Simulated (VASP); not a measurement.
# SnTe (Fm-3m) in VASP: notebook, part 2 of 2

VASP 6.6.1. The steps go on from the part before.

### 3 Single point, PBE

INCAR

```
SYSTEM = SnTe
ADDGRID  = .False.      
ALGO     = Normal         ! electronic algorithm
EDIFF    = 1E-7           ! SCF threshold, eV
ENCUT    = 520            ! plane-wave cutoff, eV
GGA      = PE             ! functional
ISIF     = 2              ! what is computed and relaxed
ISMEAR   = 0              ! smearing method
LASPH    = .True.         ! aspherical terms in the spheres
LCHARG   = .False.        ! write CHGCAR
LREAL    = .False.        ! projectors in reciprocal space
LWAVE    = .False.        ! write WAVECAR
NELM     = 100            ! most SCF steps
PREC     = Accurate       ! precision mode
SIGMA    = 0.05           ! smearing width, eV
```

KPOINTS

```
k-points
0
Gamma
  6 6 6
  0 0 0
```

POSCAR

```
SnTe
1.0
    0.0000000000      3.1508500000      3.1508500000
    3.1508500000      0.0000000000      3.1508500000
    3.1508500000      3.1508500000      0.0000000000
Te Sn
1 1
Direct
    0.5000000000      0.5000000000      0.5000000000
    0.0000000000      0.0000000000      0.0000000000
```

Potentials or basis: VASP PAW PBE potentials, release 64 (Te, Sn_d).

On the command line:

```
cat potpaw_PBE.64/Te/POTCAR potpaw_PBE.64/Sn_d/POTCAR > POTCAR
mpirun -np 1 vasp_std > vasp.out
```

OUTCAR:

```text
SYSTEM = SnTe
   EDIFF = 1E-7
   ENCUT = 520
   GGA = PE
   ISIF = 2
   ISMEAR = 0
   LASPH = .True.
   LREAL = .False.
   NELM = 100
   PREC = Accurate

 Found     16 irreducible k-points:

 Following reciprocal coordinates:
            Coordinates               Weight
  0.000000  0.000000  0.000000      1.000000
  0.166667  0.000000  0.000000      8.000000
  0.333333  0.000000  0.000000      8.000000
  0.500000  0.000000  0.000000      4.000000
  0.166667  0.166667  0.000000      6.000000
  0.333333  0.166667  0.000000     24.000000
   k-points           NKPTS =     16   k-points in BZ     NKDIM =     16   number of bands    NBANDS=     14
   number of dos      NEDOS =    301   number of ions     NIONS =      2
   total plane-waves  NPLWV =  46656
   dimension x,y,z NGX =    36 NGY =   36 NGZ =   36
   dimension x,y,z NGXF=    72 NGYF=   72 NGZF=   72
   ions per type =               1   1
   NGX,Y,Z   is equivalent  to a cutoff of  13.43, 13.43, 13.43 a.u.
   NGXF,Y,Z  is equivalent  to a cutoff of  26.86, 26.86, 26.86 a.u.
 SYSTEM =  SnTe
   PREC   = accura    normal or accurate (medium, high low for compatibility)
   ISTART =      0    job   : 0-new  1-cont  2-samecut
   ICHARG =      2    charge: 1-file 2-atom 10-const
   ISPIN  =      1    spin polarized calculation?
   LNONCOLLINEAR =      F non collinear calculations
   LSORBIT =      F    spin-orbit coupling
   LASPH  =      T    aspherical Exc in radial PAW
   ENCUT  =  520.0 eV  38.22 Ry    6.18 a.u.   8.29  8.29  8.29*2*pi/ulx,y,z
   NELM   =    100;   NELMIN=  2; NELMDL= -5     # of ELM steps
   EDIFF  = 0.1E-06   stopping-criterion for ELM
   LREAL  =      F    real-space projection
   EDIFFG = 0.1E-05   stopping-criterion for IOM
   NSW    =      0    number of steps for IOM
   IBRION =     -1    ionic relax: 0-MD 1-quasi-New 2-CG
   NFREE  =      0    steps in history (QN), initial steepest desc. (CG)
   ISIF   =      2    stress and relaxation
   ISYM   =      2    0-nonsym 1-usesym 2-fastsym
   POTIM  = 0.5000    time-step for ionic-motion
   TEBEG  =    0.0;   TEEND  =   0.0 temperature during run
   PSTRESS=    0.0 pullay stress
   NELECT =      20.0000    total number of electrons
   NUPDOWN=      -1.0000    fix difference up-down
   EMIN   =  10.00;   EMAX   =-10.00  energy-range for DOS
   EFERMI =   0.00;   METHOD = LEGACY
   ISMEAR =     0;   SIGMA  =   0.05  broadening in eV -4-tet -1-fermi 0-gaus
   EFERMI_NEDOS =   21; number of points for ismear=-14 and -15
   IALGO  =     38    algorithm
   IMIX   =      4    mixing-type and parameters
     AMIX     =   0.40;   BMIX     =  1.00
[... 23 lines left out ...]
  ext. energy  EPLUGINS =         0.00000000
  ---------------------------------------------------
  free energy    TOTEN  =        -7.54246636 eV

  energy without entropy =       -7.54205709  energy(sigma->0) =       -7.54226173

 E-fermi :   7.0124     XC(G=0):  -9.4994

 val. band max:        6.9639551197   @ k =   0.5000   0.0000   0.0000
 cond. band min:       7.0607638009   @ k =   0.5000   0.0000   0.0000
 fundamental gap:      0.0968086812
 Fermi energy:         7.0123594601

 k-point     1 :       0.0000    0.0000    0.0000
  band No.  band energies     occupation
      1     -14.9624      2.00000
      2     -14.9624      2.00000
      3     -14.9562      2.00000
      4     -14.9562      2.00000
      5     -14.9562      2.00000
      6      -5.8508      2.00000
      7       2.2735      2.00000
      8       4.8093      2.00000
      9       4.8093      2.00000
     10       4.8093      2.00000
     11      10.3029      0.00000
     12      10.3029      0.00000
     13      10.3029      0.00000
     14      11.7042      0.00000
[... 71 lines left out ...]
      1     -14.9695      2.00000
      2     -14.9621      2.00000
      3     -14.9567      2.00000
      4     -14.9512      2.00000
      5     -14.9503      2.00000
      6      -5.0655      2.00000
      7       0.0343      2.00000
      8       4.1083      2.00000
      9       4.2064      2.00000
     10       5.2458      2.00000
     11       8.5493      0.00000
     12       9.7541      0.00000
     13       9.8531      0.00000
     14      10.8441      0.00000

 [... further k-points ...]

------------------------ aborting loop because EDIFF is reached ----------------------------------------

  FORCE on cell =-STRESS in cart. coord.  units (eV):
  Direction    XX          YY          ZZ          XY          YZ          ZX
  --------------------------------------------------------------------------------------
  -------------------------------------------------------------------------------------
  Total        0.8664640      0.8664640      0.8664640      0.0000000      0.0000000      0.0000000
  in kB       22.1895210     22.1895210     22.1895210      0.0000000      0.0000000      0.0000000
  external PRESSURE =      22.1895210 kB  Pullay stress =       0.0000000 kB

 VOLUME and BASIS-vectors are now :
 -----------------------------------------------------------------------------
  energy-cutoff  :      520.00
  volume of cell :       62.56
      direct lattice vectors                 reciprocal lattice vectors
     0.000000000  3.150850000  3.150850000    -0.158687338  0.158687338  0.158687338
     3.150850000  0.000000000  3.150850000     0.158687338 -0.158687338  0.158687338
     3.150850000  3.150850000  0.000000000     0.158687338  0.158687338 -0.158687338

 POSITION                                       TOTAL-FORCE (eV/Angst)
 -----------------------------------------------------------------------------------
      3.15085      3.15085      3.15085         0.000000     -0.000000      0.000000
      0.00000      0.00000      0.00000        -0.000000      0.000000     -0.000000
 -----------------------------------------------------------------------------------
    total drift:                               -0.000000      0.000000      0.000000

  FREE ENERGIE OF THE ION-ELECTRON SYSTEM (eV)
  ---------------------------------------------------
  free  energy   TOTEN  =        -7.5424663633 eV

  energy  without entropy=       -7.5420570895  energy(sigma->0) =       -7.54226173
```

It took 13 s on 1 thread of Intel Xeon Platinum 8488C (Sapphire Rapids), shared host; peak memory 0.2 GiB.

These settings aren't checked as converged: the numbers below hold their error.

What came out:

```yaml
Free_energy: -7.5425 eV
Pressure: 2.2 GPa
Band_gap_on_the_k_mesh: 0.10 eV, direct
```

Caveat: spin-orbit coupling is left out, which moves the levels of the heavy elements.

### 4 Single point, PBE

INCAR is that of step 3.

KPOINTS

```
k-points
0
Gamma
  9 9 9
  0 0 0
```

POSCAR is that of step 3.

Potentials or basis: VASP PAW PBE potentials, release 64 (Te, Sn_d).

On the command line:

```
cat potpaw_PBE.64/Te/POTCAR potpaw_PBE.64/Sn_d/POTCAR > POTCAR
mpirun -np 1 vasp_std > vasp.out
```

OUTCAR:

```text
SYSTEM = SnTe
   EDIFF = 1E-7
   ENCUT = 520
   GGA = PE
   ISIF = 2
   ISMEAR = 0
   LASPH = .True.
   LREAL = .False.
   NELM = 100
   PREC = Accurate

 Found     35 irreducible k-points:

 Following reciprocal coordinates:
            Coordinates               Weight
  0.000000  0.000000  0.000000      1.000000
  0.111111  0.000000  0.000000      8.000000
  0.222222  0.000000  0.000000      8.000000
  0.333333  0.000000  0.000000      8.000000
  0.444444  0.000000  0.000000      8.000000
[... 180 lines left out ...]
------------------------ aborting loop because EDIFF is reached ----------------------------------------

  FORCE on cell =-STRESS in cart. coord.  units (eV):
  Direction    XX          YY          ZZ          XY          YZ          ZX
  --------------------------------------------------------------------------------------
  -------------------------------------------------------------------------------------
  Total        0.8868048      0.8868048      0.8868048      0.0000000      0.0000000      0.0000000
  in kB       22.7104337     22.7104337     22.7104337      0.0000000      0.0000000      0.0000000
  external PRESSURE =      22.7104337 kB  Pullay stress =       0.0000000 kB

 VOLUME and BASIS-vectors are now :
 -----------------------------------------------------------------------------
  energy-cutoff  :      520.00
  volume of cell :       62.56
      direct lattice vectors                 reciprocal lattice vectors
     0.000000000  3.150850000  3.150850000    -0.158687338  0.158687338  0.158687338
     3.150850000  0.000000000  3.150850000     0.158687338 -0.158687338  0.158687338
     3.150850000  3.150850000  0.000000000     0.158687338  0.158687338 -0.158687338

 POSITION                                       TOTAL-FORCE (eV/Angst)
 -----------------------------------------------------------------------------------
      3.15085      3.15085      3.15085         0.000000     -0.000000     -0.000000
      0.00000      0.00000      0.00000         0.000000      0.000000      0.000000
 -----------------------------------------------------------------------------------
    total drift:                               -0.000000      0.000000      0.000000

  FREE ENERGIE OF THE ION-ELECTRON SYSTEM (eV)
  ---------------------------------------------------
  free  energy   TOTEN  =        -7.5444201570 eV

  energy  without entropy=       -7.5444201570  energy(sigma->0) =       -7.54442016
```

OSZICAR:

```text
N       E                     dE             d eps       ncg     rms          rms(c)
DAV:   1     0.121160936433E+03    0.12116E+03   -0.98118E+03   992   0.164E+03
DAV:   2     0.273109784448E+01   -0.11843E+03   -0.11660E+03  1052   0.359E+02
DAV:   3    -0.731148966407E+01   -0.10043E+02   -0.99844E+01  1250   0.976E+01
DAV:   4    -0.758259064906E+01   -0.27110E+00   -0.27099E+00  1170   0.172E+01
DAV:   5    -0.759385227142E+01   -0.11262E-01   -0.11262E-01  1374   0.327E+00    0.467E+00
DAV:   6    -0.754264915770E+01    0.51203E-01   -0.12847E-01  1276   0.278E+00    0.293E+00
DAV:   7    -0.754407702321E+01   -0.14279E-02   -0.52026E-02  1206   0.134E+00    0.784E-01
DAV:   8    -0.754429659750E+01   -0.21957E-03   -0.72656E-03  1148   0.808E-01    0.176E-01
DAV:   9    -0.754440667016E+01   -0.11007E-03   -0.52527E-04  1266   0.265E-01    0.349E-02
DAV:  10    -0.754441530850E+01   -0.86383E-05   -0.73510E-05  1070   0.843E-02    0.156E-02
DAV:  11    -0.754442132913E+01   -0.60206E-05   -0.39571E-05  1088   0.579E-02    0.231E-02
DAV:  12    -0.754442070958E+01    0.61955E-06   -0.31665E-06  1220   0.147E-02    0.120E-02
DAV:  13    -0.754442013587E+01    0.57371E-06   -0.57792E-07  1118   0.604E-03    0.283E-03
DAV:  14    -0.754442015696E+01   -0.21086E-07   -0.47570E-07   986   0.839E-03
   1 F= -.75444202E+01 E0= -.75444202E+01  d E =-.646200E-14
```

stdout:

```text
POSCAR found type information on POSCAR TeSn
 POSCAR found :  2 types and       2 ions
 scaLAPACK will be used
 LDA part: xc-table for (Slater+PW92), standard interpolation
 POSCAR, INCAR and KPOINTS ok, starting setup
 FFT: planning ... GRIDC
 FFT: planning ... GRID_SOFT
 FFT: planning ... GRID
 WAVECAR not read
 entering main loop
```

It took 19 s on 1 thread of Intel Xeon Platinum 8488C (Sapphire Rapids), shared host; peak memory 0.21 GiB.

These settings aren't checked as converged: the numbers below hold their error.

What came out:

```yaml
Free_energy: -7.5444 eV
Pressure: 2.3 GPa
```

Caveat: this odd mesh misses L, where the gap lies, so gap, dielectric constants and Born charges aren't listed.

### 5 The reference run

An earlier run on the cell as given: functional PBE; potentials or basis VASP PAW PBE potentials, release 64 (Te, Sn_d); cutoff 520 eV; k mesh 7 × 7 × 7; occupations fermi-dirac, width 0.05 eV; no spin polarisation.

* Pressure: 2.2 GPa
